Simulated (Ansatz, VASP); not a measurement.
# TePb in two plane-wave programs, part 2 of 2

One calculation is typed for both programs; each brings its own data sets and cutoff. How far apart do they land? The cell is taken from a series of VASP runs on this material, whose earlier steps may have relaxed, scaled or displaced it; both programs get it as it stands.

VASP 6.6.1 and Ansatz 0.2.0.

So far. Step 2 (VASP: band structure, r2SCAN): The run ends at a pressure of 1.32 GPa.

## 5. VASP: band structure, LDA

Level of this step: LDA; plane waves and PAW (Pb_d, Te) (VASP).

The same path points are solved in both programs, so levels can be compared one by one. The cell compared in this pair holds 65.11 Å³, against 67.46 Å³ for the pair before.

File INCAR:

```
SYSTEM = TePb
PREC = Accurate
ENCUT = 350
EDIFF = 1E-06
NELM = 100
ISMEAR = 0
SIGMA = 0.03
LREAL = .FALSE.
ALGO = Normal
GGA = CA
NBANDS = 22
LORBIT = 11
LWAVE = .FALSE.
LCHARG = .FALSE.
KPAR = 4
```

File POSCAR:

```
TePb
1.0
    0.0000000000      3.1930413722      3.1930413722
    3.1930413722      0.0000000000      3.1930413722
    3.1930413722      3.1930413722      0.0000000000
Pb Te
1 1
Direct
    0.0000000000      0.0000000000      0.0000000000
    0.5000000000      0.5000000000      0.5000000000
```

File KPOINTS:

```
Automatic mesh
0
Gamma
6 6 6
0 0 0
```

File KPOINTS_OPT:

```
Line mode
10
Line-mode
Reciprocal
  0.00000000   0.00000000   0.00000000 GAMMA
  0.50000000   0.00000000   0.50000000 X

  0.50000000   0.00000000   0.50000000 X
  0.50000000   0.25000000   0.75000000 W

  0.50000000   0.25000000   0.75000000 W
  0.37500000   0.37500000   0.75000000 K

  0.37500000   0.37500000   0.75000000 K
  0.00000000   0.00000000   0.00000000 GAMMA

  0.00000000   0.00000000   0.00000000 GAMMA
  0.50000000   0.50000000   0.50000000 L

  0.50000000   0.50000000   0.50000000 L
  0.62500000   0.25000000   0.62500000 U

  0.62500000   0.25000000   0.62500000 U
  0.50000000   0.25000000   0.75000000 W

  0.50000000   0.25000000   0.75000000 W
  0.50000000   0.50000000   0.50000000 L

  0.50000000   0.50000000   0.50000000 L
  0.37500000   0.37500000   0.75000000 K

  0.62500000   0.25000000   0.62500000 U
  0.50000000   0.00000000   0.50000000 X
```

PAW data sets: Pb_d and Te (LDA family, release 64).

Run with:

```sh
mpirun -np 4 vasp_std
```

Numbers of over 12 decimals in the logs are rounded to 6 here.

The program printed:

```text
[banner, memory and clock lines left out]
running    4 mpi-ranks, on    1 nodes
[...]
LDA part: xc-table for (Slater(with rela. corr.)+CA(PZ))
 , standard interpolation
 POSCAR, INCAR and KPOINTS ok, starting setup
[...]
entering main loop
       N       E                     dE             d eps       ncg     rms          rms(c)
DAV:   1     0.142786911235E+03    0.14279E+03   -0.69656E+03   712   0.643E+02
DAV:   2     0.104870256638E+01   -0.14174E+03   -0.13490E+03   784   0.224E+02
DAV:   3    -0.860868897793E+01   -0.96574E+01   -0.96099E+01   880   0.656E+01
DAV:   4    -0.887890542816E+01   -0.27022E+00   -0.27013E+00   872   0.113E+01
[...]
DAV:  10    -0.877389473575E+01    0.12000E-04   -0.66690E-05   940   0.526E-02    0.223E-02
DAV:  11    -0.877389295503E+01    0.17807E-05   -0.33054E-05  1000   0.381E-02    0.146E-02
DAV:  12    -0.877389260826E+01    0.34677E-06   -0.34221E-06   800   0.739E-03
   1 F= -.87738926E+01 E0= -.87738926E+01  d E =-.468275E-28
 Start KPOINTS_OPT (optional k-point list driver)
k-point batch [1-16\100]
       N       E                     dE             ncg
DAV:   1     0.840462661895E+03   -0.48705E+04      720
DAV:   2    -0.147653931057E+04   -0.23170E+04      752
DAV:   3    -0.163428387405E+04   -0.15774E+03      872
DAV:   4    -0.163815758562E+04   -0.38737E+01      914
DAV:   5    -0.163832619909E+04   -0.16861E+00      932
DAV:   6    -0.163833120382E+04   -0.50047E-02      994
DAV:   7    -0.163833127412E+04   -0.70295E-04      974
DAV:   8    -0.163833127461E+04   -0.48805E-06      742
[...]
k-point batch [97-100\100]
       N       E                     dE             ncg
DAV:   1     0.642143911295E+04   -0.20679E+04      184
DAV:   2     0.587125252536E+04   -0.55019E+03      182
DAV:   3     0.583001437703E+04   -0.41238E+02      250
DAV:   4     0.582890855271E+04   -0.11058E+01      208
DAV:   5     0.582886734575E+04   -0.41207E-01      238
DAV:   6     0.582886462486E+04   -0.27209E-02      238
DAV:   7     0.582886461101E+04   -0.13846E-04      254
DAV:   8     0.582886461071E+04   -0.29821E-06      212
```

Parts of OUTCAR (step 5):

```text
  Total       -0.1135753     -0.1135753     -0.1135753     -0.0000000      0.0000000      0.0000000
  in kB       -2.7948001     -2.7948001     -2.7948001     -0.0000000      0.0000000      0.0000000
  external PRESSURE =      -2.7948001 kB  Pullay stress =       0.0000000 kB

 POSITION                                       TOTAL-FORCE (eV/Angst)
 -----------------------------------------------------------------------------------
      0.00000      0.00000      0.00000         0.000000      0.000000     -0.000000
      3.19304      3.19304      3.19304        -0.000000     -0.000000      0.000000
 -----------------------------------------------------------------------------------
    total drift:                               -0.000000      0.000000      0.000000

  FREE ENERGIE OF THE ION-ELECTRON SYSTEM (eV)
  ---------------------------------------------------
  free  energy   TOTEN  =        -8.7738926083 eV

  energy  without entropy=       -8.7738926083  energy(sigma->0) =       -8.77389261

[... 1 part as in an earlier step ...]

[... 2 further parts left out ...]
[key lines of the parts left out:]
E-fermi :   6.1193
```

The run ends at a pressure of -0.28 GPa.

## 6. Ansatz: band structure, LDA

The same cell, functional (in two slightly different forms), mesh and smearing now go to Ansatz, which takes its cutoff from its data sets.

The cell is taken from a series of VASP runs on this material, whose earlier steps may have relaxed, scaled or displaced it; both programs get it as it stands.

File input.yaml:

```yaml
crystal:
  lattice:
    - [0.0, 3.1930413722, 3.1930413722]
    - [3.1930413722, 0.0, 3.1930413722]
    - [3.1930413722, 3.1930413722, 0.0]
  atoms:
    - { symbol: Pb, position: [0.0, 0.0, 0.0] }
    - { symbol: Te, position: [0.5, 0.5, 0.5] }
hamiltonian:
  xc: lda
  pseudopotentials: { kind: paw }
kpoints:
  mp_grid: { grid: [6, 6, 6] }
  band_path:
    path:
      - [0.0, 0.0, 0.0]
      - [0.16667, 0.0, 0.16667]
      - [0.33333, 0.0, 0.33333]
      - [0.5, 0.0, 0.5]
      - [0.5, 0.08333, 0.58333]
      - [0.5, 0.19444, 0.69444]
      - [0.5, 0.25, 0.75]
      - [0.45833, 0.29167, 0.75]
      - [0.40278, 0.34722, 0.75]
      - [0.375, 0.375, 0.75]
      - [0.20833, 0.20833, 0.41667]
      - [0.08333, 0.08333, 0.16667]
      - [0.0, 0.0, 0.0]
      - [0.22222, 0.22222, 0.22222]
      - [0.38889, 0.38889, 0.38889]
      - [0.5, 0.5, 0.5]
      - [0.51389, 0.47222, 0.51389]
      - [0.55556, 0.38889, 0.55556]
      - [0.61111, 0.27778, 0.61111]
      - [0.61111, 0.25, 0.63889]
      - [0.56944, 0.25, 0.68056]
      - [0.51389, 0.25, 0.73611]
      - [0.5, 0.27778, 0.72222]
      - [0.5, 0.38889, 0.61111]
      - [0.5, 0.47222, 0.52778]
      - [0.48611, 0.48611, 0.52778]
      - [0.43056, 0.43056, 0.63889]
      - [0.38889, 0.38889, 0.72222]
      - [0.59722, 0.19444, 0.59722]
      - [0.55556, 0.11111, 0.55556]
      - [0.5, 0.0, 0.5]
    npoints: 1
scf:
  occupations: { method: gaussian, width: 0.03 }
  n_extra_bands: 7
output:
  forces: true
  stress: true
  eigenvalues: true
```

Run with:

```sh
ansatz run input.yaml --threads 2 --pin off --max-ram 4608MiB --backend cpu --events-out ev --progress --plain --runs-dir out
```

The program printed:

```text
[...]
Crystal: 2 atoms, lattice volume = 65.109 Å³
Basis set: ecut = 420 eV, 1243 PW (Γ)
Bands: 22, of which v1, the nominal top of the filled ones, is band 15 counted from 1 (14 counted from 0)
Symmetry: 48 space group operations
[...]
k-points: 16 of 216
[...]
k-point 0: bands = [... 11 lower, 3.2826, 7.4624, 7.4624, 7.4624, 12.9648, 12.9648, 12.9648, 14.7016, ... 3 higher]
  k-point 1: bands = [... 11 lower, 2.4927, 7.5398, 7.5398, 7.8930, 11.7517, 12.0062, 12.0062, 14.4963, ... 3 higher]
  k-point 2: bands = [... 11 lower, 1.0026, 7.7725, 7.7725, 8.5035, 10.2776, 10.6728, 10.6728, 15.4688, ... 3 higher]
  k-point 15: bands = [... 11 lower, 0.8994, 4.4990, 5.3580, 7.5674, 11.6857, 13.1583, 14.9614, 15.0160, ... 3 higher]
[key lines of the parts left out:]
SCF converged after 6 iterations
Free energy (F): -18430.269953 eV
Fermi energy:    9.213140 eV
P = ⅓ Tr σ = -0.1176 GPa (-1.176 kbar)
```

The job ended after 1.6 s (2 threads of Arm Neoverse V2, shared host; peak memory 0.28 GiB).

## 7. Differences

What differs besides the data sets and the points named for the pairs above, as far as they apply: the two LDA forms differ slightly; the cutoff is 420 eV in Ansatz and 350 eV in VASP; VASP's log shows a relativistic correction to its local exchange, Ansatz's none. Total energies have different zeros and are not compared.

Both answers:

| quantity | Ansatz | VASP | difference |
| --- | --- | --- | --- |
| pressure (GPa) | -0.12 | -0.28 | +0.16 |
| gap over the path points (eV) | 0.576 | 0.560 | +0.016 |

Levels at points of the path, from each program's valence-band top (eV; 4 filled, then empty):

| k (reciprocal lattice) | Ansatz | VASP |
| --- | --- | --- |
| 0.000 0.000 0.000 | -5.64 -1.46 -1.46 -1.46 4.04 4.04 4.04 | -5.59 -1.49 -1.49 -1.49 4.02 4.02 4.02 |
| 0.167 0.000 0.167 | -6.47 -1.92 -1.92 -0.38 1.64 4.17 4.17 | -6.43 -1.95 -1.95 -0.40 1.62 4.15 4.15 |
| 0.333 0.000 0.333 | -7.32 -3.08 -2.67 -2.67 3.49 4.35 4.93 | -7.29 -3.11 -2.70 -2.70 3.44 4.34 4.92 |
| 0.500 0.000 0.500 | -7.45 -4.78 -2.99 -2.99 3.14 5.52 5.52 | -7.42 -4.81 -3.02 -3.02 3.09 5.51 5.51 |
| 0.500 0.083 0.583 | -7.66 -4.69 -3.16 -2.52 3.45 4.54 5.66 | -7.63 -4.72 -3.19 -2.54 3.40 4.53 5.65 |
| 0.500 0.194 0.694 | -8.12 -4.31 -3.72 -0.93 2.20 4.55 5.78 | -8.10 -4.34 -3.75 -0.94 2.18 4.50 5.75 |
| 0.500 0.250 0.750 | -8.20 -4.03 -4.03 -0.39 1.56 5.20 5.20 | -8.18 -4.06 -4.06 -0.40 1.54 5.15 5.15 |
| 0.458 0.292 0.750 | -8.19 -4.22 -3.68 -0.76 1.96 4.72 5.62 | -8.17 -4.25 -3.71 -0.78 1.93 4.68 5.59 |
| 0.403 0.347 0.750 | -8.18 -4.36 -2.87 -1.79 3.08 4.13 5.25 | -8.16 -4.39 -2.90 -1.81 3.06 4.10 5.21 |
| 0.375 0.375 0.750 | -8.18 -4.38 -2.47 -2.23 3.55 3.79 5.07 | -8.16 -4.41 -2.50 -2.25 3.53 3.76 5.02 |

Among the levels compared at these points, filled levels agree within 52 meV and empty ones within 56 meV.

## 8. VASP: band structure, LDA, spin-orbit coupling

The same path points are solved in both programs, so levels can be compared one by one. The cell compared in this pair holds 67.46 Å³, against 65.11 Å³ for the pair before.

INCAR, as its differences from that of step 5:

```diff
@@ -10,3 +10,8 @@
 GGA = CA
-NBANDS = 22
+LNONCOLLINEAR = .TRUE.
+MAGMOM = 0 0 0 0 0 0
+NBANDS = 32
+GGA_COMPAT = .FALSE.
+LASPH = .TRUE.
+LSORBIT = .TRUE.
 LORBIT = 11
```

File POSCAR:

```
TePb
1.0
    0.0000000000      3.2310000000      3.2310000000
    3.2310000000      0.0000000000      3.2310000000
    3.2310000000      3.2310000000      0.0000000000
Pb Te
1 1
Direct
    0.0000000000      0.0000000000      0.0000000000
    0.5000000000      0.5000000000      0.5000000000
```

KPOINTS is that of step 5.

KPOINTS_OPT is that of step 5.

Run with:

```sh
mpirun -np 4 vasp_ncl
```

The program printed:

```text
[... set-up lines as in an earlier step ...]
 entering main loop
       N       E                     dE             d eps       ncg     rms          rms(c)
DAV:   1     0.171772774811E+03    0.17177E+03   -0.69689E+03  1024   0.914E+02
DAV:   2     0.592476108523E+01   -0.16585E+03   -0.15988E+03  1112   0.300E+02
DAV:   3    -0.880773313029E+01   -0.14732E+02   -0.14535E+02  1352   0.109E+02
DAV:   4    -0.938332892734E+01   -0.57560E+00   -0.57527E+00  1256   0.246E+01
[...]
DAV:  10    -0.930845568806E+01   -0.47912E-05   -0.10265E-04  1240   0.947E-02    0.240E-02
DAV:  11    -0.930845911303E+01   -0.34250E-05   -0.11498E-05  1272   0.345E-02    0.535E-03
DAV:  12    -0.930845918055E+01   -0.67524E-07   -0.10744E-06   912   0.149E-02
   1 F= -.93084592E+01 E0= -.93083446E+01  d E =-.229231E-03  mag=    -0.0000    -0.0000     0.0000
 Start KPOINTS_OPT (optional k-point list driver)
k-point batch [1-16\100]
       N       E                     dE             ncg
DAV:   1     0.116290193428E+04   -0.41107E+04     1040
DAV:   2    -0.149991338425E+04   -0.26628E+04     1080
DAV:   3    -0.173258240197E+04   -0.23267E+03     1392
DAV:   4    -0.174037841670E+04   -0.77960E+01     1320
DAV:   5    -0.174068243611E+04   -0.30402E+00     1528
DAV:   6    -0.174068813372E+04   -0.56976E-02     1384
DAV:   7    -0.174068824865E+04   -0.11493E-03     1544
DAV:   8    -0.174068825039E+04   -0.17381E-05     1168
DAV:   9    -0.174068825049E+04   -0.98254E-07      864
[...]
k-point batch [97-100\100]
       N       E                     dE             ncg
DAV:   1     0.615460341448E+04   -0.17774E+04      256
DAV:   2     0.549084943489E+04   -0.66375E+03      264
DAV:   3     0.543487448662E+04   -0.55975E+02      352
DAV:   4     0.543298667602E+04   -0.18878E+01      312
DAV:   5     0.543293359870E+04   -0.53077E-01      384
DAV:   6     0.543293267180E+04   -0.92690E-03      336
DAV:   7     0.543293264953E+04   -0.22262E-04      384
DAV:   8     0.543293264918E+04   -0.35105E-06      288
```

OUTCAR, selected parts (step 8):

```text
  Total       -0.8781209     -0.8781209     -0.8781209      0.0000000      0.0000000      0.0000000
  in kB      -20.8556636    -20.8556636    -20.8556636      0.0000000      0.0000000      0.0000000
  external PRESSURE =     -20.8556636 kB  Pullay stress =       0.0000000 kB

 POSITION                                       TOTAL-FORCE (eV/Angst)
 -----------------------------------------------------------------------------------
      0.00000      0.00000      0.00000        -0.000000      0.000000     -0.000000
      3.23100      3.23100      3.23100         0.000000     -0.000000      0.000000
 -----------------------------------------------------------------------------------
    total drift:                               -0.000000      0.000000      0.000000

  FREE ENERGIE OF THE ION-ELECTRON SYSTEM (eV)
  ---------------------------------------------------
  free  energy   TOTEN  =        -9.3084591805 eV

  energy  without entropy=       -9.3082299498  energy(sigma->0) =       -9.30834457

 magnetization (x)
# of ion       s       p       d       tot
------------------------------------------
    1        0.000   0.000   0.000   0.000
    2       -0.000   0.000   0.000  -0.000
--------------------------------------------------
tot          0.000   0.000   0.000   0.000

 magnetization (y)
# of ion       s       p       d       tot
------------------------------------------
    1        0.000   0.000  -0.000   0.000
    2        0.000   0.000  -0.000   0.000
--------------------------------------------------
tot          0.000   0.000  -0.000   0.000

 magnetization (z)
# of ion       s       p       d       tot
------------------------------------------
    1        0.000   0.000  -0.000  -0.000
    2        0.000   0.000  -0.000   0.000
--------------------------------------------------
tot          0.000   0.000  -0.000   0.000

[... 1 part as in an earlier step ...]

[... 2 further parts left out ...]
[key lines of the parts left out:]
E-fermi :   5.4462
```

VASP adds spin-orbit coupling inside the spheres on scalar-relativistic partial waves, which describe the 6p1/2 states imperfectly, so such gaps can be off by a tenth of an eV or more.

## 9. Ansatz: band structure, LDA, spin-orbit coupling

The same cell, functional (in two slightly different forms), mesh and smearing now go to Ansatz, which takes its cutoff from its data sets.

The cell is taken from a series of VASP runs on this material, whose earlier steps may have relaxed, scaled or displaced it; both programs get it as it stands.

input.yaml, as its differences from that of step 6:

```diff
@@ -2,5 +2,5 @@
   lattice:
-    - [0.0, 3.1930413722, 3.1930413722]
-    - [3.1930413722, 0.0, 3.1930413722]
-    - [3.1930413722, 3.1930413722, 0.0]
+    - [0.0, 3.231, 3.231]
+    - [3.231, 0.0, 3.231]
+    - [3.231, 3.231, 0.0]
   atoms:
@@ -10,3 +10,6 @@
   xc: lda
-  pseudopotentials: { kind: paw }
+  pseudopotentials: { kind: paw_fr }
+magnetization:
+  noncollinear: true
+  spin_orbit: true
 kpoints:
@@ -49,3 +52,3 @@
   occupations: { method: gaussian, width: 0.03 }
-  n_extra_bands: 7
+  n_extra_bands: 14
 output:
```

Run with:

```sh
ansatz run input.yaml --threads 2 --pin off --max-ram 4608MiB --backend cpu --events-out ev --progress --plain --runs-dir out
```

The program printed:

```text
[...]
non-collinear run that drives no moment, with spin-orbit: no starting moment large enough to seed its density (crystal.atoms[].spin), no starting occupations that ask for one, no magnetisation constraint and no magnetic field, so the semilocal B_xc is pinned to zero
Crystal: 2 atoms, lattice volume = 67.459 Å³
Basis set: ecut = 420 eV, 1363 PW (Γ)
[...]
k-point 1: bands = [... 26 lower, 7.3804, 7.3804, 7.5893, 7.5893, 10.1036, 10.1036, 11.7042, 11.7042, ... 10 higher]
  k-point 2: bands = [... 26 lower, 7.5554, 7.5554, 8.0383, 8.0383, 8.9486, 8.9486, 10.2329, 10.2329, ... 10 higher]
  k-point 15: bands = [... 26 lower, 4.8817, 4.8817, 7.0663, 7.0663, 10.8415, 10.8415, 12.6730, 12.6730, ... 10 higher]
[key lines of the parts left out:]
SCF converged after 7 iterations
Magnetization: |M| = 0.0000 μB,  M = (+0.0000, +0.0000, +0.0000) μB
Free energy (F): -18469.593953 eV
Fermi energy:    8.325954 eV
P = ⅓ Tr σ = -2.0013 GPa (-20.013 kbar)
```

It took 8.8 s on 2 threads; peak memory 0.47 GiB.

## 10. Side by side

What differs besides the data sets and the points named for the pairs above, as far as they apply: spin-orbit coupling enters by fully relativistic files in Ansatz and inside the spheres in VASP; the data sets hold 30 valence electrons in Ansatz (fully relativistic PAW (standard-fr) files) and 20 in VASP. Total energies have different zeros and are not compared.

Both answers:

| quantity | Ansatz | VASP | difference |
| --- | --- | --- | --- |
| pressure (GPa) | -2.00 | -2.09 | +0.08 |
| gap over the path points (eV) | 0.171 | 0.060 | +0.111 |

Levels at points of the path, from each program's valence-band top (eV; 8 filled, then empty):

| k (reciprocal lattice) | Ansatz | VASP |
| --- | --- | --- |
| 0.000 0.000 0.000 | -5.56 -5.56 -2.08 -2.08 -0.92 -0.92 -0.92 -0.92 2.58 2.58 4.74 4.74 4.74 4.74 | -5.64 -5.64 -2.13 -2.13 -1.04 -1.04 -1.04 -1.04 2.63 2.63 4.61 4.61 4.61 4.61 |
| 0.167 0.000 0.167 | -6.31 -6.31 -2.21 -2.21 -1.35 -1.35 -0.24 -0.24 1.48 1.48 3.74 3.74 4.76 4.76 | -6.40 -6.40 -2.28 -2.28 -1.48 -1.48 -0.34 -0.34 1.44 1.44 3.67 3.67 4.60 4.60 |
| 0.333 0.000 0.333 | -7.08 -7.08 -2.89 -2.89 -2.82 -2.82 -2.08 -2.08 3.75 3.75 3.78 3.78 4.63 4.63 | -7.19 -7.19 -2.98 -2.98 -2.92 -2.92 -2.21 -2.21 3.59 3.59 3.79 3.79 4.53 4.53 |
| 0.500 0.000 0.500 | -7.17 -7.17 -4.47 -4.47 -3.13 -3.13 -2.40 -2.40 3.41 3.41 4.51 4.51 6.16 6.16 | -7.29 -7.29 -4.58 -4.58 -3.22 -3.22 -2.53 -2.53 3.25 3.25 4.53 4.53 6.04 6.04 |
| 0.500 0.083 0.583 | -7.36 -7.36 -4.39 -4.39 -3.09 -3.09 -2.15 -2.15 3.67 3.67 4.05 4.05 5.84 5.84 | -7.48 -7.48 -4.50 -4.50 -3.18 -3.18 -2.27 -2.27 3.52 3.52 4.04 4.04 5.74 5.74 |
| 0.500 0.194 0.694 | -7.77 -7.77 -4.03 -4.03 -3.49 -3.49 -0.78 -0.78 2.10 2.10 4.71 4.71 5.70 5.70 | -7.90 -7.90 -4.14 -4.14 -3.60 -3.60 -0.88 -0.88 2.04 2.04 4.57 4.57 5.62 5.62 |
| 0.500 0.250 0.750 | -7.84 -7.84 -3.81 -3.81 -3.73 -3.73 -0.28 -0.28 1.52 1.52 5.21 5.21 5.31 5.31 | -7.97 -7.97 -3.91 -3.91 -3.86 -3.86 -0.39 -0.39 1.46 1.46 5.09 5.09 5.19 5.19 |
| 0.458 0.292 0.750 | -7.84 -7.84 -3.95 -3.95 -3.45 -3.45 -0.62 -0.62 1.88 1.88 4.83 4.83 5.57 5.57 | -7.96 -7.96 -4.06 -4.06 -3.56 -3.56 -0.73 -0.73 1.81 1.81 4.70 4.70 5.48 5.48 |
| 0.403 0.347 0.750 | -7.83 -7.83 -4.08 -4.08 -2.75 -2.75 -1.53 -1.53 2.82 2.82 4.29 4.29 5.33 5.33 | -7.96 -7.96 -4.19 -4.19 -2.85 -2.85 -1.65 -1.65 2.77 2.77 4.17 4.17 5.21 5.21 |
| 0.375 0.375 0.750 | -7.83 -7.83 -4.09 -4.09 -2.51 -2.51 -1.80 -1.80 3.06 3.06 4.13 4.13 5.21 5.21 | -7.96 -7.96 -4.21 -4.21 -2.60 -2.60 -1.93 -1.93 3.04 3.04 4.00 4.00 5.08 5.08 |

Among the levels compared at these points, filled levels agree within 133 meV and empty ones within 167 meV. Ansatz's pressure holds a Pulay correction of 0.03 GPa; VASP's holds none.

## 11. What the set-up changes

Further runs change the set-up of one program: Ansatz's method, potentials or start, or VASP's data sets, cutoff or form of LDA. The table gives Ansatz less VASP for each quantity, since a change that brings one quantity closer may part another.

| run | pressure (GPa) | gap over the path points (eV) |
| --- | --- | --- |
| as above | 0.084 | 0.11 |
| cores kept as stored | 0.090 | 0.11 |
| Ansatz's larger PAW set (cutoff 700 eV) | 0.097 | 0.11 |

## 12. What came out

```yaml
difference_in_gap_over_the_path_points_band_structure_r2scan: -0.0028 eV
difference_in_gap_over_the_path_points_band_structure_lda: 0.016 eV
difference_in_gap_over_the_path_points_band_structure_lda_spin_orbit_coupling: 0.11 eV
```

**Reading.** The difference in gap over the path points is 0.11 eV (band structure, LDA, spin-orbit coupling), beyond the 0.08 eV picked in this series as the mark of a large difference. For band structure, LDA, spin-orbit coupling, no further run moves any of the tabulated differences by more than a quarter of its size. 2 further runs of this series are not shown here. How closely two codes agree says nothing of how well the functional describes the real material.

[Lines on the potential files, build, host, timing and source positions are cut from VASP's logs without a mark.]

[Logs are printed without paths, hosts, clocks, repeated set-up lines and the standing remarks that a program may print on its own settings, such as how far it seeks lower states.]

[Hosts, paths, dates, database ids (printed as entryN), source tags and the programs' standing remarks are cut or masked in the printed files.]
